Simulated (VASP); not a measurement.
# MgS (Fm-3m) in VASP: band structure with PBE

Aim: the band structure of MgS with PBE.

All numbers are computed with VASP 6.6.1; they aren't measurements. Logs are shortened: lines on timing, memory, paths and dates and some standing lists are left out, and cuts for length are marked.

### Step 1. The crystal as given

It takes space group Fm-3m (No. 225, cubic). The conventional cell has a = 5.223 Å, b = 5.223 Å, c = 5.223 Å, α = 90.00°, β = 90.00°, γ = 90.00°. Mg (site symmetry m-3m) has 6 S at 2.61 Å as nearest neighbours. Around S (site symmetry m-3m) lie 6 Mg at 2.61 Å.

The cell was built by a generator and needn't be a form met in nature.

### Step 2. Band structure, PBE

INCAR reads:

```
SYSTEM = MgS
  PREC = Accurate
  ENCUT = 700
  EDIFF = 1E-7
  ISMEAR = 0
  SIGMA = 0.02
  LREAL = .FALSE.
  LASPH = .TRUE.
  NELM = 60
  ALGO = Fast
  ISIF = 2
  LWAVE = .FALSE.
  LCHARG = .FALSE.
  GGA = PE
  NBANDS = 11
```

KPOINTS reads:

```
Automatic mesh
0
G
  10 10 10
  0 0 0
```

POSCAR reads:

```
MgS                                     
1.0
   -0.0000000000      2.6117009349      2.6117009349
    2.6117009349      0.0000000000      2.6117009349
    2.6117009349      2.6117009349      0.0000000000
  Mg              S             
     1     1
Direct
     0.0000000000000000    0.0000000000000000    0.0000000000000000
     0.5000000000000000    0.5000000000000000    0.5000000000000000
```

KPOINTS_OPT reads:

```
path GXWKGLUWLK,UX
20
line-mode
reciprocal
 0.0000000000  0.0000000000  0.0000000000  G
 0.5000000000  0.0000000000  0.5000000000  X

 0.5000000000  0.0000000000  0.5000000000  X
 0.5000000000  0.2500000000  0.7500000000  W

 0.5000000000  0.2500000000  0.7500000000  W
 0.3750000000  0.3750000000  0.7500000000  K

 0.3750000000  0.3750000000  0.7500000000  K
 0.0000000000  0.0000000000  0.0000000000  G

 0.0000000000  0.0000000000  0.0000000000  G
 0.5000000000  0.5000000000  0.5000000000  L

 0.5000000000  0.5000000000  0.5000000000  L
 0.6250000000  0.2500000000  0.6250000000  U

 0.6250000000  0.2500000000  0.6250000000  U
 0.5000000000  0.2500000000  0.7500000000  W

 0.5000000000  0.2500000000  0.7500000000  W
 0.5000000000  0.5000000000  0.5000000000  L

 0.5000000000  0.5000000000  0.5000000000  L
 0.3750000000  0.3750000000  0.7500000000  K

 0.6250000000  0.2500000000  0.6250000000  U
 0.5000000000  0.0000000000  0.5000000000  X
```

Potentials or basis: VASP PAW PBE potentials, release 64 (Mg, S).

Run with:

```bash
> cat potpaw_PBE.64/Mg/POTCAR potpaw_PBE.64/S/POTCAR > POTCAR
> mpirun -np 1 vasp_std > vasp.out
```

OUTCAR:

```text
SYSTEM = MgS
   PREC = Accurate
   ENCUT = 700
   EDIFF = 1E-7
   ISMEAR = 0
   LREAL = .FALSE.
   LASPH = .TRUE.
   NELM = 60
   ISIF = 2
   GGA = PE

 ion  position               nearest neighbor table
   1  0.000  0.000  0.000-   2 2.61   2 2.61   2 2.61   2 2.61   2 2.61   2 2.61
   2  0.500  0.500  0.500-   1 2.61   1 2.61   1 2.61   1 2.61   1 2.61   1 2.61

  LATTYP: Found a face centered cubic cell.
 ALAT       =     5.2234018698

  Lattice vectors:

 A1 = (   0.0000000000,   2.6117009349,   2.6117009349)
 A2 = (   2.6117009349,   0.0000000000,   2.6117009349)
 A3 = (   2.6117009349,   2.6117009349,   0.0000000000)

Analysis of symmetry for initial positions (statically):
=====================================================================
 Subroutine PRICEL returns:
 Original cell was already a primitive cell.

 Routine SETGRP: Setting up the symmetry group for a
 face centered cubic supercell.

 Subroutine GETGRP returns: Found 48 space group operations
 (whereof 48 operations were pure point group operations)
 out of a pool of 48 trial point group operations.

The static configuration has the point symmetry O_h .

Analysis of symmetry for dynamics (positions and initial velocities):
=====================================================================
 Subroutine PRICEL returns:
 Original cell was already a primitive cell.

 Routine SETGRP: Setting up the symmetry group for a
 face centered cubic supercell.

 Subroutine GETGRP returns: Found 48 space group operations
 (whereof 48 operations were pure point group operations)
 out of a pool of 48 trial point group operations.

The dynamic configuration has the point symmetry O_h .

 Subroutine INISYM returns: Found 48 space group operations
 (whereof 48 operations are pure point group operations),
 and found     1 'primitive' translations

----------------------------------------------------------------------------------------

                                     Primitive cell

  volume of cell :      35.6287

  direct lattice vectors                    reciprocal lattice vectors
     0.000000000  2.611700935  2.611700935    -0.191446116  0.191446116  0.191446116
     2.611700935  0.000000000  2.611700935     0.191446116 -0.191446116  0.191446116
     2.611700935  2.611700935  0.000000000     0.191446116  0.191446116 -0.191446116

  length of vectors
     3.693502883  3.693502883  3.693502883     0.331594400  0.331594400  0.331594400

  position of ions in fractional coordinates (direct lattice)
     0.000000000  0.000000000  0.000000000
     0.500000000  0.500000000  0.500000000

  ion indices of the primitive-cell ions
   primitive index   ion index
                 1           1
                 2           2

----------------------------------------------------------------------------------------

 KPOINTS: Automatic mesh

Automatic generation of k-mesh.
 Grid dimensions read from file:
 generate k-points for:   10   10   10

 Generating k-lattice:

  Cartesian coordinates                     Fractional coordinates (reciprocal lattice)
    -0.019144612  0.019144612  0.019144612     0.100000000  0.000000000  0.000000000
     0.019144612 -0.019144612  0.019144612     0.000000000  0.100000000  0.000000000
     0.019144612  0.019144612 -0.019144612     0.000000000  0.000000000  0.100000000

  Length of vectors
     0.033159440  0.033159440  0.033159440

  Shift w.r.t. Gamma in fractional coordinates (k-lattice)
     0.000000000  0.000000000  0.000000000

 Subroutine IBZKPT returns following result:
 ===========================================

 Found     47 irreducible k-points:

 Following reciprocal coordinates:
            Coordinates               Weight
  0.000000  0.000000  0.000000      1.000000
  0.100000  0.000000  0.000000      8.000000
  0.200000  0.000000  0.000000      8.000000
  0.300000  0.000000  0.000000      8.000000
  0.400000  0.000000  0.000000      8.000000
  0.500000  0.000000  0.000000      4.000000
[... 16 lines left out ...]
  0.300000  0.300000  0.000000      6.000000
  0.400000  0.300000  0.000000     24.000000
 [... further k-points ...]
   k-points           NKPTS =     47   k-points in BZ     NKDIM =     47   number of bands    NBANDS=     11
   number of dos      NEDOS =    301   number of ions     NIONS =      2
   total plane-waves  NPLWV =  32768
   dimension x,y,z NGX =    32 NGY =   32 NGZ =   32
   dimension x,y,z NGXF=    64 NGYF=   64 NGZF=   64
   ions per type =               1   1
   NGX,Y,Z   is equivalent  to a cutoff of  14.40, 14.40, 14.40 a.u.
   NGXF,Y,Z  is equivalent  to a cutoff of  28.81, 28.81, 28.81 a.u.
 SYSTEM =  MgS
   PREC   = accura    normal or accurate (medium, high low for compatibility)
   ISTART =      0    job   : 0-new  1-cont  2-samecut
   ICHARG =      2    charge: 1-file 2-atom 10-const
   ISPIN  =      1    spin polarized calculation?
   LNONCOLLINEAR =      F non collinear calculations
   LSORBIT =      F    spin-orbit coupling
   LASPH  =      T    aspherical Exc in radial PAW
   ENCUT  =  700.0 eV  51.45 Ry    7.17 a.u.   7.97  7.97  7.97*2*pi/ulx,y,z
   NELM   =     60;   NELMIN=  2; NELMDL= -5     # of ELM steps
   EDIFF  = 0.1E-06   stopping-criterion for ELM
   LREAL  =      F    real-space projection
   EDIFFG = 0.1E-05   stopping-criterion for IOM
   NSW    =      0    number of steps for IOM
   IBRION =     -1    ionic relax: 0-MD 1-quasi-New 2-CG
   NFREE  =      0    steps in history (QN), initial steepest desc. (CG)
   ISIF   =      2    stress and relaxation
   ISYM   =      2    0-nonsym 1-usesym 2-fastsym
   POTIM  = 0.5000    time-step for ionic-motion
   TEBEG  =    0.0;   TEEND  =   0.0 temperature during run
   PSTRESS=    0.0 pullay stress
   NELECT =       8.0000    total number of electrons
   NUPDOWN=      -1.0000    fix difference up-down
   EMIN   =  10.00;   EMAX   =-10.00  energy-range for DOS
   EFERMI =   0.00;   METHOD = LEGACY
   ISMEAR =     0;   SIGMA  =   0.02  broadening in eV -4-tet -1-fermi 0-gaus
   EFERMI_NEDOS =   21; number of points for ismear=-14 and -15
   IALGO  =     68    algorithm
   IMIX   =      4    mixing-type and parameters
     AMIX     =   0.40;   BMIX     =  1.00
     AMIX_MAG =   1.60;   BMIX_MAG =  1.00
  volume/ion in A,a.u.               =      17.81       120.22
  Fermi-wavevector in a.u.,A,eV,Ry     =   0.995034  1.880342 13.471037  0.990093
  Thomas-Fermi vector in A             =   2.127027
   LORBIT       =      0    0 simple, 1 ext, 2 COOP (PROOUT), +10 PAW based schemes
   GGA     = PE    functional components
   LHFCALC =     F    Hartree Fock is set to
   AEXX    =    0.0000 exact exchange contribution
   IVDW    =     0    specifies the selected vdW correction
   LEPSILON=     F    determine dielectric tensor
   LRPA    =     F    only Hartree local field effects (RPA)
 non-spin polarized calculation
 RMM-DIIS sequential band-by-band and
 Gauss-broadening in eV      SIGMA  =   0.02
  energy-cutoff  :      700.00
  volume of cell :       35.63
 maximum number of plane-waves:      1524
   NGX = 15   NGY = 15   NGZ = 15

 number of electron       8.0000001 magnetization

 Free energy of the ion-electron system (eV)
  ---------------------------------------------------
  ext. energy  EPLUGINS =         0.00000000
  ---------------------------------------------------
  free energy    TOTEN  =        -8.50362062 eV

  energy without entropy =       -8.50362062  energy(sigma->0) =       -8.50362062

 E-fermi :   3.7864     XC(G=0):  -9.6407

 val. band max:        3.6221399926   @ k =   0.0000   0.0000   0.0000
 cond. band min:       6.3725839379   @ k =   0.5000   0.5000   0.0000
 fundamental gap:      2.7504439453
 Fermi energy:         3.7864093577

 k-point     1 :       0.0000    0.0000    0.0000
  band No.  band energies     occupation
      1      -8.9792      2.00000
      2       3.6221      2.00000
      3       3.6221      2.00000
      4       3.6221      2.00000
      5       7.2420      0.00000
      6      11.5837      0.00000
      7      11.5837      0.00000
      8      11.5837      0.00000
      9      13.9583      0.00000
     10      13.9583      0.00000
     11      16.1336      0.00000

 k-point     2 :       0.1000    0.0000    0.0000
  band No.  band energies     occupation
      1      -8.8835      2.00000
      2       2.9019      2.00000
      3       3.5572      2.00000
      4       3.5572      2.00000
      5       7.8271      0.00000
      6      11.3213      0.00000
      7      11.7647      0.00000
      8      11.7647      0.00000
      9      13.4556      0.00000
     10      13.4556      0.00000
     11      16.3638      0.00000

 k-point     3 :       0.2000    0.0000    0.0000
  band No.  band energies     occupation
      1      -8.6140      2.00000
      2       1.5362      2.00000
      3       3.3990      2.00000
      4       3.3990      2.00000
      5       8.4981      0.00000
      6      11.4105      0.00000
      7      11.7169      0.00000
      8      11.7169      0.00000
      9      13.4033      0.00000
     10      13.4033      0.00000
     11      15.7476      0.00000
[... 267 lines left out ...]
 k-point    23 :       0.3000    0.3000    0.0000
  band No.  band energies     occupation
      1      -8.0023      2.00000
      2       0.5709      2.00000
      3       2.4332      2.00000
      4       2.4332      2.00000
      5       7.9066      0.00000
      6       8.8442      0.00000
      7      12.6247      0.00000
      8      14.4934      0.00000
      9      14.4934      0.00000
     10      15.3191      0.00000
     11      19.7963      0.00000

 k-point    24 :       0.4000    0.3000    0.0000
  band No.  band energies     occupation
      1      -7.7250      2.00000
      2       0.0724      2.00000
      3       2.0139      2.00000
      4       2.2818      2.00000
      5       7.5345      0.00000
      6       8.8772      0.00000
      7      13.0371      0.00000
      8      14.0938      0.00000
      9      15.6187      0.00000
     10      16.8374      0.00000
     11      20.1768      0.00000

 [... further k-points ...]

------------------------ aborting loop because EDIFF is reached ----------------------------------------

  FORCE on cell =-STRESS in cart. coord.  units (eV):
  Direction    XX          YY          ZZ          XY          YZ          ZX
  --------------------------------------------------------------------------------------
  -------------------------------------------------------------------------------------
  Total        0.0012678      0.0012678      0.0012678      0.0000000     -0.0000000      0.0000000
  in kB        0.0570111      0.0570111      0.0570111      0.0000000     -0.0000000      0.0000000
  external PRESSURE =       0.0570111 kB  Pullay stress =       0.0000000 kB

 VOLUME and BASIS-vectors are now :
 -----------------------------------------------------------------------------
  energy-cutoff  :      700.00
  volume of cell :       35.63
      direct lattice vectors                 reciprocal lattice vectors
     0.000000000  2.611700935  2.611700935    -0.191446116  0.191446116  0.191446116
     2.611700935  0.000000000  2.611700935     0.191446116 -0.191446116  0.191446116
     2.611700935  2.611700935  0.000000000     0.191446116  0.191446116 -0.191446116

 POSITION                                       TOTAL-FORCE (eV/Angst)
 -----------------------------------------------------------------------------------
      0.00000      0.00000      0.00000        -0.000000      0.000000      0.000000
      2.61170      2.61170      2.61170         0.000000      0.000000     -0.000000
 -----------------------------------------------------------------------------------
    total drift:                               -0.000000     -0.000000      0.000000

  FREE ENERGIE OF THE ION-ELECTRON SYSTEM (eV)
  ---------------------------------------------------
  free  energy   TOTEN  =        -8.5036206238 eV

  energy  without entropy=       -8.5036206238  energy(sigma->0) =       -8.50362062
```

Wall time 66 s (1 thread of Intel Xeon Platinum 8488C (Sapphire Rapids), shared host); peak memory 0.21 GiB.

Results:

* Free energy: -8.5036 eV
* Pressure: 0.0 GPa
* Band gap on the k mesh: 2.75 eV, indirect (least direct gap 3.62 eV)
* Band gap along the path: 2.75 eV, indirect (least direct gap 3.62 eV)

Levels at the corners of the path, in eV from the valence-band top:
| point | band 1 | band 2 | band 3 | band 4 | band 5 | band 6 | band 7 | band 8 | band 9 |
| --- | --- | --- | --- | --- | --- | --- | --- | --- | --- |
| Γ | -12.60 | 0.00 | 0.00 | 0.00 | 3.62 | 7.96 | 7.96 | 7.96 | 10.34 |
| X | -10.96 | -4.13 | -1.66 | -1.66 | 2.75 | 4.43 | 11.89 | 12.79 | 13.25 |
| X | -10.96 | -4.13 | -1.66 | -1.66 | 2.75 | 4.43 | 11.89 | 12.79 | 13.25 |
| W | -10.92 | -3.18 | -3.18 | -2.33 | 5.20 | 7.94 | 7.94 | 8.02 | 14.23 |
| W | -10.92 | -3.18 | -3.18 | -2.33 | 5.20 | 7.94 | 7.94 | 8.02 | 14.23 |
| K | -10.96 | -3.64 | -3.14 | -1.34 | 3.89 | 6.69 | 9.65 | 10.02 | 11.78 |
| K | -10.96 | -3.64 | -3.14 | -1.34 | 3.89 | 6.69 | 9.65 | 10.02 | 11.78 |
| Γ | -12.60 | 0.00 | 0.00 | 0.00 | 3.62 | 7.96 | 7.96 | 7.96 | 10.34 |
| Γ | -12.60 | 0.00 | 0.00 | 0.00 | 3.62 | 7.96 | 7.96 | 7.96 | 10.34 |
| L | -11.33 | -4.77 | -0.58 | -0.58 | 4.53 | 6.89 | 6.89 | 9.99 | 12.09 |
| L | -11.33 | -4.77 | -0.58 | -0.58 | 4.53 | 6.89 | 6.89 | 9.99 | 12.09 |
| U | -10.96 | -3.64 | -3.14 | -1.34 | 3.89 | 6.69 | 9.65 | 10.02 | 11.78 |
| U | -10.96 | -3.64 | -3.14 | -1.34 | 3.89 | 6.69 | 9.65 | 10.02 | 11.78 |
| W | -10.92 | -3.18 | -3.18 | -2.33 | 5.20 | 7.94 | 7.94 | 8.02 | 14.23 |
| W | -10.92 | -3.18 | -3.18 | -2.33 | 5.20 | 7.94 | 7.94 | 8.02 | 14.23 |
| L | -11.33 | -4.77 | -0.58 | -0.58 | 4.53 | 6.89 | 6.89 | 9.99 | 12.09 |
| L | -11.33 | -4.77 | -0.58 | -0.58 | 4.53 | 6.89 | 6.89 | 9.99 | 12.09 |
| K | -10.96 | -3.64 | -3.14 | -1.34 | 3.89 | 6.69 | 9.65 | 10.02 | 11.78 |
| U | -10.96 | -3.64 | -3.14 | -1.34 | 3.89 | 6.69 | 9.65 | 10.02 | 11.78 |
| X | -10.96 | -4.13 | -1.66 | -1.66 | 2.75 | 4.43 | 11.89 | 12.79 | 13.25 |
